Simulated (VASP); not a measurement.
# Li (Fd-3m) in VASP: notebook

One crystal, Li, is run at these levels: PBEsol; tasks: single point, relaxation of cell and atoms.

Everything below comes from runs of VASP 6.6.1. Logs are shortened: lines on timing, memory, paths and dates and some standing lists are left out, and cuts for length are marked.

**1. The structure**

It takes space group Fd-3m (No. 227, cubic). The conventional cell has a = 5.895 Å, b = 5.895 Å, c = 5.895 Å, α = 90.00°, β = 90.00°, γ = 90.00°. Li (site symmetry -43m) has 4 Li at 2.55 Å as nearest neighbours.

This isn't the form of Li at room conditions, which is bcc.

**2. Single point, PBEsol**

Contents of INCAR:

```
PREC = Accurate ; ENCUT = 520
EDIFF = 1E-6 ; ISMEAR = -1
SIGMA = 0.1 ; LREAL = False
LASPH = True ; NELM = 80
ALGO = Fast ; ISIF = 2
LWAVE = False ; LCHARG = False
GGA = PS ; NBANDS = 10
```

Contents of KPOINTS:

```
Automatic mesh
0
Gamma
  15 15 15
```

Contents of POSCAR:

```
Li
1.0
    0.0000000000      2.9476107393      2.9476107393
    2.9476107393      0.0000000000      2.9476107393
    2.9476107393      2.9476107393      0.0000000000
Li
2
Direct
    0.1250000000      0.1250000000      0.1250000000
    0.8750000000      0.8750000000      0.8750000000
```

Potentials or basis: VASP PAW PBE potentials, release 64 (Li_sv).

Command:

```bash
$ cat potpaw_PBE.64/Li_sv/POTCAR > POTCAR
$ mpirun -np 1 vasp_std > vasp.out
```

OUTCAR:

```text
PREC = Accurate
   ENCUT = 520
   EDIFF = 1E-6
   ISMEAR = -1
   LREAL = False
   LASPH = True
   NELM = 80
   ISIF = 2
   GGA = PS

 ion  position               nearest neighbor table
   1  0.125  0.125  0.125-   2 2.55   2 2.55   2 2.55   2 2.55
   2  0.875  0.875  0.875-   1 2.55   1 2.55   1 2.55   1 2.55

  LATTYP: Found a face centered cubic cell.
 ALAT       =     5.8952214786

  Lattice vectors:

 A1 = (   0.0000000000,   2.9476107393,   2.9476107393)
 A2 = (   2.9476107393,   0.0000000000,   2.9476107393)
 A3 = (   2.9476107393,   2.9476107393,   0.0000000000)

Analysis of symmetry for initial positions (statically):
=====================================================================
 Subroutine PRICEL returns:
 Original cell was already a primitive cell.

 Routine SETGRP: Setting up the symmetry group for a
 face centered cubic supercell.

 Subroutine GETGRP returns: Found 48 space group operations
 (whereof 12 operations were pure point group operations)
 out of a pool of 48 trial point group operations.

The static configuration has the point symmetry D_3d.
 The point group associated with its full space group is O_h .

Analysis of symmetry for dynamics (positions and initial velocities):
=====================================================================
 Subroutine PRICEL returns:
 Original cell was already a primitive cell.

 Routine SETGRP: Setting up the symmetry group for a
 face centered cubic supercell.

 Subroutine GETGRP returns: Found 48 space group operations
 (whereof 12 operations were pure point group operations)
 out of a pool of 48 trial point group operations.

The dynamic configuration has the point symmetry D_3d.
 The point group associated with its full space group is O_h .

 Subroutine INISYM returns: Found 48 space group operations
 (whereof 12 operations are pure point group operations),
 and found     1 'primitive' translations

----------------------------------------------------------------------------------------

                                     Primitive cell

  volume of cell :      51.2201

  direct lattice vectors                    reciprocal lattice vectors
     0.000000000  2.947610739  2.947610739    -0.169628911  0.169628911  0.169628911
     2.947610739  0.000000000  2.947610739     0.169628911 -0.169628911  0.169628911
     2.947610739  2.947610739  0.000000000     0.169628911  0.169628911 -0.169628911

  length of vectors
     4.168551084  4.168551084  4.168551084     0.293805892  0.293805892  0.293805892

  position of ions in fractional coordinates (direct lattice)
     0.125000000  0.125000000  0.125000000
     0.875000000  0.875000000  0.875000000

  ion indices of the primitive-cell ions
   primitive index   ion index
                 1           1
                 2           2

----------------------------------------------------------------------------------------

 KPOINTS: Automatic mesh

Automatic generation of k-mesh.
 Grid dimensions read from file:
 generate k-points for:   15   15   15

 Generating k-lattice:

  Cartesian coordinates                     Fractional coordinates (reciprocal lattice)
    -0.011308594  0.011308594  0.011308594     0.066666667  0.000000000  0.000000000
     0.011308594 -0.011308594  0.011308594     0.000000000  0.066666667  0.000000000
     0.011308594  0.011308594 -0.011308594     0.000000000  0.000000000  0.066666667

  Length of vectors
     0.019587059  0.019587059  0.019587059

  Shift w.r.t. Gamma in fractional coordinates (k-lattice)
     0.000000000  0.000000000  0.000000000

 Subroutine IBZKPT returns following result:
 ===========================================

 Found    120 irreducible k-points:

 Following reciprocal coordinates:
            Coordinates               Weight
  0.000000  0.000000  0.000000      1.000000
  0.066667  0.000000  0.000000      8.000000
  0.133333  0.000000  0.000000      8.000000
  0.200000  0.000000  0.000000      8.000000
  0.266667  0.000000  0.000000      8.000000
  0.333333  0.000000  0.000000      8.000000
[... 16 lines left out ...]
  0.133333  0.133333  0.000000      6.000000
  0.200000  0.133333  0.000000     24.000000
 [... further k-points ...]
   k-points           NKPTS =    120   k-points in BZ     NKDIM =    120   number of bands    NBANDS=     10
   number of dos      NEDOS =    301   number of ions     NIONS =      2
   total plane-waves  NPLWV =  32768
   dimension x,y,z NGX =    32 NGY =   32 NGZ =   32
   dimension x,y,z NGXF=    64 NGYF=   64 NGZF=   64
   ions per type =               2
   NGX,Y,Z   is equivalent  to a cutoff of  12.76, 12.76, 12.76 a.u.
   NGXF,Y,Z  is equivalent  to a cutoff of  25.52, 25.52, 25.52 a.u.
 SYSTEM =  unknown system
   PREC   = accura    normal or accurate (medium, high low for compatibility)
   ISTART =      0    job   : 0-new  1-cont  2-samecut
   ICHARG =      2    charge: 1-file 2-atom 10-const
   ISPIN  =      1    spin polarized calculation?
   LNONCOLLINEAR =      F non collinear calculations
   LSORBIT =      F    spin-orbit coupling
   LASPH  =      T    aspherical Exc in radial PAW
   ENCUT  =  520.0 eV  38.22 Ry    6.18 a.u.   7.75  7.75  7.75*2*pi/ulx,y,z
   NELM   =     80;   NELMIN=  2; NELMDL= -5     # of ELM steps
   EDIFF  = 0.1E-05   stopping-criterion for ELM
   LREAL  =      F    real-space projection
   EDIFFG = 0.1E-04   stopping-criterion for IOM
   NSW    =      0    number of steps for IOM
   IBRION =     -1    ionic relax: 0-MD 1-quasi-New 2-CG
   NFREE  =      0    steps in history (QN), initial steepest desc. (CG)
   ISIF   =      2    stress and relaxation
   ISYM   =      2    0-nonsym 1-usesym 2-fastsym
   POTIM  = 0.5000    time-step for ionic-motion
   TEBEG  =    0.0;   TEEND  =   0.0 temperature during run
   PSTRESS=    0.0 pullay stress
   NELECT =       6.0000    total number of electrons
   NUPDOWN=      -1.0000    fix difference up-down
   EMIN   =  10.00;   EMAX   =-10.00  energy-range for DOS
   EFERMI =   0.00;   METHOD = LEGACY
   ISMEAR =    -1;   SIGMA  =   0.10  broadening in eV -4-tet -1-fermi 0-gaus
   EFERMI_NEDOS =   21; number of points for ismear=-14 and -15
   IALGO  =     68    algorithm
   IMIX   =      4    mixing-type and parameters
     AMIX     =   0.40;   BMIX     =  1.00
     AMIX_MAG =   1.60;   BMIX_MAG =  1.00
  volume/ion in A,a.u.               =      25.61       172.83
  Fermi-wavevector in a.u.,A,eV,Ry     =   0.801023  1.513714  8.730018  0.641638
  Thomas-Fermi vector in A             =   1.908431
   LORBIT       =      0    0 simple, 1 ext, 2 COOP (PROOUT), +10 PAW based schemes
   GGA     = PS    functional components
   LHFCALC =     F    Hartree Fock is set to
   AEXX    =    0.0000 exact exchange contribution
   IVDW    =     0    specifies the selected vdW correction
   LEPSILON=     F    determine dielectric tensor
   LRPA    =     F    only Hartree local field effects (RPA)
 non-spin polarized calculation
 RMM-DIIS sequential band-by-band and
  energy-cutoff  :      520.00
  volume of cell :       51.22
 maximum number of plane-waves:      1411
   NGX = 15   NGY = 15   NGZ = 15

 number of electron       6.0000015 magnetization

 Free energy of the ion-electron system (eV)
  ---------------------------------------------------
  ext. energy  EPLUGINS =         0.00000000
  ---------------------------------------------------
  free energy    TOTEN  =        -2.91124178 eV

  energy without entropy =       -2.88414856  energy(sigma->0) =       -2.89769517

 E-fermi :   0.1889     XC(G=0):  -6.4571

 val. band max:        0.1169182040   @ k =  -0.4000   0.2000   0.0667
 cond. band min:       0.2040990943   @ k =  -0.3333   0.4000   0.1333
 fundamental gap:      0.0871808902
 Fermi energy:         0.1889025367

 k-point     1 :       0.0000    0.0000    0.0000
  band No.  band energies     occupation
      1     -46.9843      2.00000
      2     -46.9042      2.00000
      3      -3.1567      2.00000
      4       5.7741      0.00000
      5       5.7742      0.00000
      6       5.7742      0.00000
      7       6.8815      0.00000
      8       6.8816      0.00000
      9       6.8816      0.00000
     10      11.5626      0.00000

 k-point     2 :       0.0667    0.0000    0.0000
  band No.  band energies     occupation
      1     -46.9834      2.00000
      2     -46.9048      2.00000
      3      -3.1116      2.00000
      4       5.1885      0.00000
      5       5.5993      0.00000
      6       5.5994      0.00000
      7       7.1006      0.00000
      8       7.1006      0.00000
      9       7.3879      0.00000
     10      11.0685      0.00000

 k-point     3 :       0.1333    0.0000    0.0000
  band No.  band energies     occupation
      1     -46.9815      2.00000
      2     -46.9067      2.00000
      3      -2.9776      2.00000
      4       4.2389      0.00000
      5       5.2825      0.00000
      6       5.2826      0.00000
      7       7.5049      0.00000
      8       7.5050      0.00000
      9       8.1015      0.00000
     10      10.5440      0.00000

 k-point     4 :       0.2000    0.0000    0.0000
  band No.  band energies     occupation
      1     -46.9785      2.00000
      2     -46.9096      2.00000
      3      -2.7548      2.00000
      4       3.2582      0.00000
      5       4.9858      0.00000
      6       4.9858      0.00000
      7       7.7810      0.00000
      8       7.7811      0.00000
      9       8.7041      0.00000
     10       9.9490      0.00000
[... 222 lines left out ...]
 k-point    22 :      -0.0667    0.0667    0.0000
  band No.  band energies     occupation
      1     -46.9824      2.00000
      2     -46.9059      2.00000
      3      -3.0371      2.00000
      4       4.8410      0.00000
      5       4.8799      0.00000
      6       5.7184      0.00000
      7       7.0284      0.00000
      8       7.7027      0.00000
      9       7.8021      0.00000
     10      10.4030      0.00000

 k-point    23 :       0.1333    0.1333    0.0000
  band No.  band energies     occupation
      1     -46.9806      2.00000
      2     -46.9075      2.00000
      3      -2.9170      2.00000
      4       4.5033      0.00000
      5       4.5033      0.00000
      6       5.3694      0.00000
      7       6.7032      0.00000
      8       8.4815      0.00000
      9       8.4815      0.00000
     10       8.6920      0.00000

 k-point    24 :       0.2000    0.1333    0.0000
  band No.  band energies     occupation
      1     -46.9783      2.00000
      2     -46.9098      2.00000
      3      -2.7522      2.00000
      4       3.8685      0.00000
      5       4.1789      0.00000
      6       5.1765      0.00000
      7       6.7747      0.00000
      8       8.0843      0.00000
      9       8.9334      0.00000
     10       9.0478      0.00000

 [... further k-points ...]

------------------------ aborting loop because EDIFF is reached ----------------------------------------

  FORCE on cell =-STRESS in cart. coord.  units (eV):
  Direction    XX          YY          ZZ          XY          YZ          ZX
  --------------------------------------------------------------------------------------
  -------------------------------------------------------------------------------------
  Total       -0.0319883     -0.0319883     -0.0319883     -0.0000000      0.0000000      0.0000000
  in kB       -1.0006009     -1.0006009     -1.0006009     -0.0000000      0.0000000      0.0000000
  external PRESSURE =      -1.0006009 kB  Pullay stress =       0.0000000 kB

 VOLUME and BASIS-vectors are now :
 -----------------------------------------------------------------------------
  energy-cutoff  :      520.00
  volume of cell :       51.22
      direct lattice vectors                 reciprocal lattice vectors
     0.000000000  2.947610739  2.947610739    -0.169628911  0.169628911  0.169628911
     2.947610739  0.000000000  2.947610739     0.169628911 -0.169628911  0.169628911
     2.947610739  2.947610739  0.000000000     0.169628911  0.169628911 -0.169628911

 POSITION                                       TOTAL-FORCE (eV/Angst)
 -----------------------------------------------------------------------------------
      0.73690      0.73690      0.73690         0.000000      0.000000      0.000000
      5.15832      5.15832      5.15832        -0.000000     -0.000000     -0.000000
 -----------------------------------------------------------------------------------
    total drift:                                0.000000      0.000000      0.000000

  FREE ENERGIE OF THE ION-ELECTRON SYSTEM (eV)
  ---------------------------------------------------
  free  energy   TOTEN  =        -2.9112417752 eV

  energy  without entropy=       -2.8841485591  energy(sigma->0) =       -2.89769517
```

It took 32 s on 1 thread of Intel Xeon 6975P-C (Granite Rapids), shared host; peak memory 0.18 GiB.

What came out:

```
Free energy            : -2.9112 eV
Band gap on the k mesh : none (metal or under the smearing width)
```

Caveat: the cutoff is under 1.25 times the usual one of these potentials, so pressure, stress and relaxed cells hold a basis-set (Pulay) error; the PAW data sets were made with another functional, which shifts forces and pressure a little.

(Continued in part 2 of 4.)
